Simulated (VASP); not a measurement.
Write the native input for VASP 6.6.1 that does the following.

```
Task                   : single point
Functional             : r2SCAN
Potentials or basis    : VASP PAW PBE potentials, release 64 (Mg, O)
Cutoff                 : 520 eV
k mesh                 : 10 × 10 × 10
Occupations            : gaussian, width 0.05 eV
Spin                   : no spin polarisation
Dipole correction      : no
Further INCAR settings : ALGO = Normal; EDIFF = 1e-06; NBANDS = 11
```

The structure of MgO lies in POSCAR:

```
MgO
1.0
    0.0000000000      2.1351500000      2.1351500000
    2.2312317500      0.0000000000      2.1351500000
    2.2312317500      2.1351500000      0.0000000000
Mg O
1 1
Direct
    0.0000000000      0.0000000000      0.0000000000
    0.5000000000      0.5000000000      0.5000000000
```

The cell isn't the ideal one: strain +0.0450 x Voigt [1, 0, 0, 0, 0, 0], atoms carried along.

These files were run (other wordings do the same):

INCAR

```
PREC = Accurate
ENCUT = 520
EDIFF = 1E-6
ISMEAR = 0
SIGMA = 0.05
LREAL = F
LASPH = T
NELM = 80
ALGO = Normal
ISIF = 2
LWAVE = F
LCHARG = F
METAGGA = R2SCAN
LMIXTAU = T
NBANDS = 11
```

KPOINTS

```
Automatic mesh
0
Gamma
  10 10 10
```

Potentials or basis: VASP PAW PBE potentials, release 64 (Mg, O).

Command:

```console
$ cat potpaw_PBE.64/Mg/POTCAR potpaw_PBE.64/O/POTCAR > POTCAR
$ mpirun -np 1 vasp_std > vasp.out
```

It gave:

```yaml
Pressure: -13.1 GPa
Band_gap_on_the_k_mesh: 4.72 eV, direct
```

Caveat: the PAW data sets were made with another functional, which shifts forces and pressure a little.

Wall time 120 s on 1 thread of Intel(R) Xeon(R) Platinum 8175M CPU @ 2.50GHz (Skylake/Cascade Lake) (shared host), peak memory 0.16 GiB.
